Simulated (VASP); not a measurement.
Wanted: the native input for a VASP 6.6.1 run.

```yaml
Task: single point
Functional: PBE
Potentials_or_basis: VASP PAW PBE potentials, release 64 (K_sv, Br)
Cutoff: 520 eV
k_mesh: 4 × 4 × 2
Occupations: gaussian, width 0.1 eV
Spin: no spin polarisation
Dipole_correction: no
Further_INCAR_settings: ALGO = Normal; EDIFF = 1e-06; NBANDS = 23
```

The structure of KBr3 lies in POSCAR:

```
KBr3
1.0
    4.1387611300      0.0000000000      0.0000000000
    0.0000000000      4.1387611300      0.0000000000
    0.0000000000      0.0000000000      7.7497318200
K Br
1 3
Direct
    0.0000000000      0.0000000000      0.5000000000
    0.0000000000      0.0000000000      0.0000000000
    0.0000000000      0.0000000000      0.2203962700
    0.0000000000      0.0000000000      0.7796037300
```

The cell was built by a generator and needn't be a form met in nature.

The cell isn't the ideal one: random cell by space group and Wyckoff sites (P4/mmm, No. 123).

These files were run (other wordings do the same):

INCAR

```
  ALGO = Normal
  EDIFF = 1E-6
  ENCUT = 520
  GGA = PE
  ISIF = 2
  ISMEAR = 0
  LASPH = T
  LCHARG = F
  LREAL = F
  LWAVE = F
  NBANDS = 23
  NELM = 100
  PREC = Accurate
  SIGMA = 0.1
```

KPOINTS

```
k-points
0
Gamma
  4 4 2
```

Potentials or basis: VASP PAW PBE potentials, release 64 (K_sv, Br).

Run with:

```bash
$ cat potpaw_PBE.64/K_sv/POTCAR potpaw_PBE.64/Br/POTCAR > POTCAR
$ mpirun -np 1 vasp_std > vasp.out
```

It gave:

| Quantity | Value |
| --- | --- |
| Pressure | 74.4 GPa |
| Largest force | 34.108 eV/Å |
| Band gap on the k mesh | none (metal or under the smearing width) |

Caveat: the k mesh is coarse (spacing up to 0.41 Å⁻¹), so the values aren't converged; a pressure of tens of GPa on the cell as given is suspect, and the run, the potentials or the cell itself is likely at fault; forces of over 1 eV/Å show positions far from the minimum, so gaps and moduli don't describe the material at rest.

It took 21 s on 1 thread of Intel(R) Xeon(R) Platinum 8488C (Sapphire Rapids) (shared host), peak memory 0.24 GiB.
